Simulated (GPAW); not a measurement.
# SnSe in GPAW: a series of runs

One slab, SnSe, is run at these levels: LDA; tasks: band structure, equation of state.

Program: GPAW 26.7.0. These are calculated values, not measurements. Logs are shortened: lines on timing, memory, paths and dates and some standing lists are left out, and cuts for length are marked. The log counts tension as positive stress, the text compression.

## Step 1: The slab as given

The cell holds a slab with vacuum, 4 atoms: a = 4.285 Å, b = 4.285 Å, c = 10.991 Å, α = 90.00°, β = 90.00°, γ = 90.00°.

## Step 2: Band structure, LDA

run.py reads:

```python
from ase import Atoms
from ase.dft.bandgap import bandgap
from ase.io import write
from ase.units import GPa
from gpaw import GPAW, PW

atoms = Atoms(['Sn', 'Sn', 'Se', 'Se'],
              cell=[[4.2853274191, 0.0, 0.0],
                    [0.0, 4.2853274191, 0.0],
                    [0.0, 0.0, 10.99069213]],
              scaled_positions=[[0.0, 0.5, 0.62777089],
                                [0.5, 0.0, 0.37222911],
                                [0.0, 0.5, 0.38396051],
                                [0.5, 0.0, 0.61603949]],
              pbc=True)

calc = GPAW(mode=PW(600),
            xc='LDA',
            kpts={'size': (5, 5, 2), 'gamma': True},
            occupations={'name': 'fermi-dirac', 'width': 0.05},
            nbands=33,
            convergence={'density': 1e-05, 'energy': 1e-05},
            maxiter=150,
            txt='gpaw.txt')
atoms.calc = calc
energy = atoms.get_potential_energy()
forces = atoms.get_forces()
stress = atoms.get_stress()
calc.write('gs.gpw')
write('result.traj', atoms)
print(f'Energy: {energy:.6f} eV')
print('Forces (eV/A):')
print(forces.round(4))
print('Stress (GPa):', (stress / GPa).round(3))
print('Fermi level:', round(calc.get_fermi_level(), 4), 'eV')
print(f'Gap: {bandgap(calc)[0]:.4f} eV, direct: {bandgap(calc, direct=True)[0]:.4f} eV')

path = atoms.cell.bandpath('GXMGZRAZ,XR,MA', npoints=60, eps=1e-4)
bs_calc = calc.fixed_density(kpts=path, symmetry='off', nbands=63,
                             convergence={'bands': 'CBM+6.0', 'eigenstates': 1e-6}, txt='bands.txt')
bs = bs_calc.band_structure()
bs.write('bs.json')
print(f'Gap on the path: {bandgap(bs_calc)[0]:.4f} eV')
```

Potentials or basis: the program's PAW data sets (release 1.2.1) made for this functional, pw.

Launch:

```
$ OMP_NUM_THREADS=1 python run.py
```

gpaw.txt:

```text
__  _  _
 | _ |_)|_||  |
 |__||  | ||/\| - 26.7.0

Input parameters:
  mode=PW(ecut=600.0),
  convergence={'density': 1e-05, 'energy': 1e-05},
  kpts=MonkhorstPack(size=(5, 5, 2), gamma=True),
  maxiter=150,
  nbands=33,
  occupations=Occupations(name='fermi-dirac', width=0.05),
  xc=XC(name='LDA')

Diagonalizing LCAO Hamiltonian
Converting LCAO to pw mode
    .----------.
   /|          |
  / |          |
 *  |          |
 |  |          |
 |  |          |
 |  |          |
 | Sn          |
 |  |  Se      |
 |  |          |
 | Se          |
 |  |          |
 |  |  Sn      |
 |  |          |
 |  .----------.
 | /          /
 |/          /
 *----------*

Atoms  # Å, Bohr magnetons
|   | symbol |        x |        y |        z |    initial magnetic moments |
|---|--------|----------|----------|----------|-----------------------------|
| 0 |     Sn | 0.000000 | 2.142664 | 6.899637 | ( 0.0000,  0.0000,  0.0000) |
| 1 |     Sn | 2.142664 | 0.000000 | 4.091056 | ( 0.0000,  0.0000,  0.0000) |
| 2 |     Se | 0.000000 | 2.142664 | 4.219992 | ( 0.0000,  0.0000,  0.0000) |
| 3 |     Se | 2.142664 | 0.000000 | 6.770700 | ( 0.0000,  0.0000,  0.0000) |

Unit cell  # Å
| periodic |        x |        y |         z |   lengths |    angles |
|----------|----------|----------|-----------|-----------|-----------|
|      yes | 4.285327 | 0.000000 |  0.000000 |  4.285327 | 90.000000 |
|      yes | 0.000000 | 4.285327 |  0.000000 |  4.285327 | 90.000000 |
|      yes | 0.000000 | 0.000000 | 10.990692 | 10.990692 | 90.000000 |

Number of symmetries: 8
Symmetry operations  # r_c * U_cc + t_c -> r_c
|   | kind |            matrix            |
|---|------|------------------------------|
| 0 |  E   |  1, 0, 0,  0, 1, 0,  0, 0, 1 |
| 1 |  σ   |  1, 0, 0,  0,-1, 0,  0, 0, 1 |
| 2 |  C2  |  0, 1, 0,  1, 0, 0,  0, 0,-1 |
| 3 |  S4  |  0, 1, 0, -1, 0, 0,  0, 0,-1 |
| 4 |  S4  |  0,-1, 0,  1, 0, 0,  0, 0,-1 |
| 5 |  C2  |  0,-1, 0, -1, 0, 0,  0, 0,-1 |
| 6 |  σ   | -1, 0, 0,  0, 1, 0,  0, 0, 1 |
| 7 |  C2  | -1, 0, 0,  0,-1, 0,  0, 0, 1 |

BZ-sampling:
  Number of BZ points: 50
  Number of IBZ points: 12

  Monkhorst-Pack size: [5, 5, 2]
  Monkhorst-Pack shift: [0.0, 0.0, 0.25]

K-points  # in reciprocal-cell coordinates
|     |                                coordinates |     weight |
|-----|--------------------------------------------|------------|
|   0 | (  0.00000000,   0.00000000,   0.00000000) | 0.02000000 |
|   1 | (  0.00000000,   0.00000000,   0.50000000) | 0.02000000 |
|   2 | (  0.20000000,   0.00000000,   0.00000000) | 0.08000000 |
|   3 | (  0.20000000,   0.00000000,   0.50000000) | 0.08000000 |
|   4 | (  0.20000000,   0.20000000,   0.00000000) | 0.08000000 |
|   5 | (  0.20000000,   0.20000000,   0.50000000) | 0.08000000 |
|   6 | (  0.40000000,   0.00000000,   0.00000000) | 0.08000000 |
|   7 | (  0.40000000,   0.00000000,   0.50000000) | 0.08000000 |
|   8 | (  0.40000000,   0.20000000,   0.00000000) | 0.16000000 |
|   9 | (  0.40000000,   0.20000000,   0.50000000) | 0.16000000 |
| ... |                                            |            |
|  11 | (  0.40000000,   0.40000000,   0.50000000) | 0.08000000 |

Plane wave coefficients: 6764
Cutoff: 600.0 eV

Spin-components: 1 (collinear spins)
Bands:           33
Projectors:      22
Spin-degeneracy: 2
Datatype:        complex128

Parallelization:
  kpt:    1
  domain: 1
  band:   1

Density:
  Valence electrons: 40.0
  Components: 1
  Grid points: [25 25 63]
  Charge: 0.0  # |e|

Potential:
  Grid points: [25 25 63]

species:
  Sn:
    name:    Tin
    Z:       50.0
    valence: 14
    core:    36
    charge:  0.0  # [|e|]
    compensation charges:
      type: gauss
      rc: 0.38  # [Å]
      lmax: 2
    cutoffs:
      filter: 2.23  # [Å]
      core: 2.35  # [Å]
    projectors
    | kind |    occ | energy [eV] | rcut [Å] |
    |------|--------|-------------|----------|
    |   5s |  2.000 |     -10.799 |    1.201 |
    |   5p |  2.000 |      -3.869 |    1.270 |
    |   4d | 10.000 |     -25.910 |    1.185 |
    |    s |        |      16.413 |    1.201 |
    |    p |        |      23.342 |    1.270 |
    |    d |        |       1.302 |    1.185 |

    Using partial waves for Sn as LCAO basis

  Se:
    name:    Selenium
    Z:       34.0
    valence: 6
    core:    28
    charge:  0.0  # [|e|]
    compensation charges:
      type: gauss
      rc: 0.27  # [Å]
      lmax: 2
    cutoffs:
      filter: 1.77  # [Å]
      core: 2.67  # [Å]
    projectors
    | kind |    occ | energy [eV] | rcut [Å] |
    |------|--------|-------------|----------|
    |   4s |  2.000 |     -17.472 |    0.847 |
    |   4p |  4.000 |      -6.656 |    1.005 |
    |    s |        |       9.739 |    0.847 |
    |    p |        |      20.555 |    1.005 |
    |    d |        |       0.000 |    0.847 |

    Using partial waves for Se as LCAO basis

Reference energy: -467765.520903  # eV

eigensolver:
  PPCG
  Converge bands: occupied
  niter=2

density mixing:
  MSR1-Mixer
  Pratt-step length: 0.05
  Maximum mixing coefficient: 0.75
  Old densities: 10
  SVD Regularization: 0.005
  Good broyden scale: 1.0
  Trust region scale: 1.0
  Backstep threshold: 4.0
  History deletion threshold: 6.0
  Fourier metric: weight=20.0, sigma=0.015

occupation numbers:
  Fermi-Dirac:
    width: 0.0500  # eV

poisson solver:
  ecut: 4800.0  # eV

xc functional:
  name: None

convergence criteria:
- Maximum integral of absolute [dens]ity change: 1e-05 electrons / valence electron
- Maximum [total energy] change in last 3 cyles: 1e-05 eV / valence electron
- Maximum integral of absolute [eigenst]ate change: 4e-08 eV^2 / valence electron
maximum number of iterations: 150

SCF iterations
|iter     | |      energy | eigst |  dens |
|---------|-|-------------|-------|-------|
|iter:   1| |  -19.292725 | -0.04 |       |
|iter:   2| |  -19.207898 | -1.99 | -1.27 |
|iter:   3| |  -18.884744 | -2.11 | -1.32 |
|iter:   4| |  -18.876254 | -2.84 | -1.84 |
|iter:   5| |  -18.872221 | -3.47 | -2.27 |
|iter:   6| |  -18.871947 | -4.46 | -2.59 |
|iter:   7| |  -18.871957c| -5.49 | -3.42 |
|iter:   8| |  -18.871959c| -6.24 | -3.96 |
|iter:   9| |  -18.871959c| -6.98 | -4.70 |
|iter:  10| |  -18.871959c| -7.72c| -5.21c|

Converged in 10 steps
Energy contributions relative to reference atoms: (reference = -467765.520903)

Energy contributions:
  Kinetic:          20.196863
  Coulomb:         -21.846232
  Zero:             -0.026951
  External:          0.000000
  Xc:              -17.195599
  Entropy:          -0.000080
  Spinorbit:         0.000000
  ----------------------------
  Free energy:     -18.871999
  Extrapolated:    -18.871959

dipole moment: (-30.453900, -30.453900, 0.000096)  # |e|*Ang

Fermi level: 1.226
Eigenvalues  # (at kpt = [0.000, 0.000, 0.000])
| band index |      eig [eV] | occ [0-2] |
|------------|---------------|-----------|
|          0 |       -20.347 |     2.000 |
|        ... |               |           |
|         12 |        -5.691 |     2.000 |
|         13 |        -4.403 |     2.000 |
|         14 |        -2.784 |     2.000 |
|         15 |        -2.367 |     2.000 |
|         16 |        -2.367 |     2.000 |
|         17 |        -1.036 |     2.000 |
[... 8 lines left out ...]
|         26 |         6.263 |     0.000 |
|         27 |         6.263 |     0.000 |
|        ... |               |           |
|         32 |         9.391 |     0.000 |

Gap: 0.820 eV
Transition (v -> c):
  (s=0, k=7, n=19, [0.40, 0.00, 0.50]) -> (s=0, k=7, n=20, [0.40, 0.00, 0.50])
No difference between direct/indirect transitions

Forces  # eV/Ang
|       x |       y |        z |
|---------|---------|----------|
| 0.00000 | 0.00000 | -0.24478 |  # Sn   0
| 0.00000 | 0.00000 |  0.24478 |  # Sn   1
| 0.00000 | 0.00000 |  0.07618 |  # Se   2
| 0.00000 | 0.00000 | -0.07618 |  # Se   3

Stress tensor  # eV/Ang^3
|        x |        y |        z |
|----------|----------|----------|
| 0.010958 | 0.000000 | 0.000000 |
| 0.000000 | 0.010958 | 0.000000 |
| 0.000000 | 0.000000 | 0.004442 |

# Writing to gs.gpw (mode='')
```

It took 5.3 min on 1 thread of Arm Neoverse V1, shared host; peak memory 0.8 GiB.

What came out:

| Item | Value |
| --- | --- |
| Free energy | -18.8720 eV |
| Largest force | 0.245 eV/Å |
| Band gap on the k mesh | 0.82 eV, direct |
| Band gap along the path | 0.90 eV, direct |

Forces in eV/Å, atoms in the order of the input:
```
Sn   0.000  0.000 -0.245
Sn   0.000  0.000  0.245
Se   0.000  0.000  0.076
Se   0.000  0.000 -0.076
```

Stress tensor (GPa, compression positive):
```
-1.76  0.00  0.00
 0.00 -1.76  0.00
 0.00  0.00 -0.71
```

Levels at the corners of the path, in eV from the valence-band top:
```
point  band 18  band 19  band 20  band 21  band 22  band 23
    Γ    -1.80    -1.80    -0.40     1.45     3.64     3.65
    X    -1.61    -0.39    -0.39     1.33     1.33     1.89
    M    -3.32    -1.79    -1.79     3.50     3.50     4.55
    Γ    -1.80    -1.80    -0.40     1.45     3.64     3.65
    Z    -1.80    -1.80    -0.40     1.31     3.65     4.20
    R    -1.61    -0.39    -0.39     1.33     1.33     1.89
    A    -3.32    -1.79    -1.79     3.47     3.47     4.61
    Z    -1.80    -1.80    -0.40     1.31     3.65     4.20
    X    -1.61    -0.39    -0.39     1.33     1.33     1.89
    R    -1.61    -0.39    -0.39     1.33     1.33     1.89
    M    -3.32    -1.79    -1.79     3.50     3.50     4.55
    A    -3.32    -1.79    -1.79     3.47     3.47     4.61
```

Caveat: spin-orbit coupling is left out, which moves the levels of the heavy elements.

## Step 3: Equation of state, LDA

run.py reads:

```python
from ase import Atoms
from ase.eos import EquationOfState
from ase.io import Trajectory
from ase.units import GPa
from gpaw import GPAW, PW

atoms = Atoms(['Sn', 'Sn', 'Se', 'Se'],
              cell=[[4.2853274191, 0.0, 0.0],
                    [0.0, 4.2853274191, 0.0],
                    [0.0, 0.0, 10.99069213]],
              scaled_positions=[[0.0, 0.5, 0.62777089],
                                [0.5, 0.0, 0.37222911],
                                [0.0, 0.5, 0.38396051],
                                [0.5, 0.0, 0.61603949]],
              pbc=True)

traj = Trajectory('eos.traj', 'w')
volumes, energies = [], []
for x in [0.94, 0.96, 0.98, 1.0, 1.02, 1.04, 1.06]:
    a = atoms.copy()
    a.set_cell(atoms.cell * x**(1 / 3), scale_atoms=True)
    calc = GPAW(mode=PW(600),
                xc='LDA',
                kpts={'size': (5, 5, 2), 'gamma': True},
                occupations={'name': 'fermi-dirac', 'width': 0.05},
                nbands=33,
                convergence={'density': 1e-05, 'energy': 1e-05},
                maxiter=150,
                txt=f'eos-{x:.2f}.txt')
    a.calc = calc
    energies.append(a.get_potential_energy(force_consistent=True))
    volumes.append(a.get_volume())
    p = -a.get_stress()[:3].mean() / GPa
    calc.write(f'eos-{x:.2f}.gpw')
    traj.write(a)
    print(f'{x:.2f} {volumes[-1]:10.4f} A^3 {energies[-1]:14.6f} eV {p:9.3f} GPa', flush=True)

v0, e0, B = EquationOfState(volumes, energies, eos='birchmurnaghan').fit()
print(f'V0 = {v0:.4f} A^3, E0 = {e0:.6f} eV, B0 = {B / GPa:.2f} GPa')
```

Potentials or basis: the program's PAW data sets (release 1.2.1) made for this functional, pw.

Launch:

```
$ OMP_NUM_THREADS=1 python run.py
```

Wall time 5.1 min (1 thread of Arm Neoverse V1, shared host); peak memory 0.46 GiB.

Results (log left out):

| Property | Result |
| --- | --- |
| Equilibrium volume | 47.90 Å³/atom |
| Bulk modulus at fixed shape and positions | 30 GPa |
| Pressure derivative of the bulk modulus | 4.2 |

Energy against volume, from the lowest point:
```tsv
volume (Å³/atom)	energy (meV/atom)
47.431	0.00
48.440	0.12
49.449	4.00
50.458	11.24
51.468	21.52
52.477	34.49
53.486	49.90
```

Caveat: the cell was scaled at fixed shape and fractional positions, which overstates the stiffness of a crystal with free parameters, most of all of layers and chains.
